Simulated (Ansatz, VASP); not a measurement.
## SiC: VASP beside Ansatz

INCAR

```
PREC = Accurate
ENCUT = 520
EDIFF = 1E-6
ISMEAR = 0
SIGMA = 0.05
LREAL = F
LASPH = T
NELM = 100
ALGO = Normal
ISIF = 2
LWAVE = F
LCHARG = T
GGA = PE
LELF = T
LVHAR = T
NBANDS = 11
```

Contents of KPOINTS:

```
Automatic mesh
0
Gamma
  12 12 12
```

POSCAR

```
SiC
1.0
    0.0000000000      2.2066100000      2.1740000000
    2.2066100000      0.0000000000      2.1740000000
    2.2066100000      2.2066100000      0.0000000000
Si C
1 1
Direct
    0.0000000000      0.0000000000      0.0000000000
    0.7500000000      0.7500000000      0.7500000000
```

Input for Ansatz:

```yaml
crystal:
  lattice:
    - [0.0, 2.20661, 2.174]
    - [2.20661, 0.0, 2.174]
    - [2.20661, 2.20661, 0.0]
  atoms:
    - { symbol: Si, position: [0.0, 0.0, 0.0] }
    - { symbol: C, position: [0.75, 0.75, 0.75] }
basis:
  ecutwfc: 420
kpoints:
  mp_grid: { grid: [12, 12, 12] }
hamiltonian:
  xc: pbe
scf:
  occupations: { method: gaussian, width: 0.05 }
output:
  forces: true
  stress: true
  eigenvalues: true
  write_density: true
  write_potential: true
  elf: true
  volumetric_format: npy
```

Change from the starting cell: strain +0.015 along x and y, +0.000 along z, atoms carried along.

Alike in both runs: task single point; functional PBE; k mesh 12 × 12 × 12; occupations gaussian, width 0.05 eV; no spin polarisation.

```csv
,VASP,Ansatz
version,VASP 6.6.1,Ansatz 0.2.0
potentials or method,"VASP PAW PBE potentials, release 64 (Si, C)","scalar-relativistic, plane waves, PAW"
plane-wave cutoff (eV),520,420
valence electrons in the cell,8,8
```

Ansatz gave:

| Quantity | Value |
| --- | --- |
| gap on the k mesh at the Fermi level (eV) | 1.23 |
| least direct gap on the mesh (eV) | 4.50 |
| pressure (GPa) | -1.7 |
| largest component of the traceless stress (GPa) | 2.46 |

What did VASP give for the same quantities?

gap on the k mesh at the Fermi level (eV): 1.22; least direct gap on the mesh (eV): 4.50; pressure (GPa): -1.7; largest component of the traceless stress (GPa): 2.47.

With one functional, cell and mesh, what is left measures potentials, basis and numerics.

A k mesh can miss the band edges.
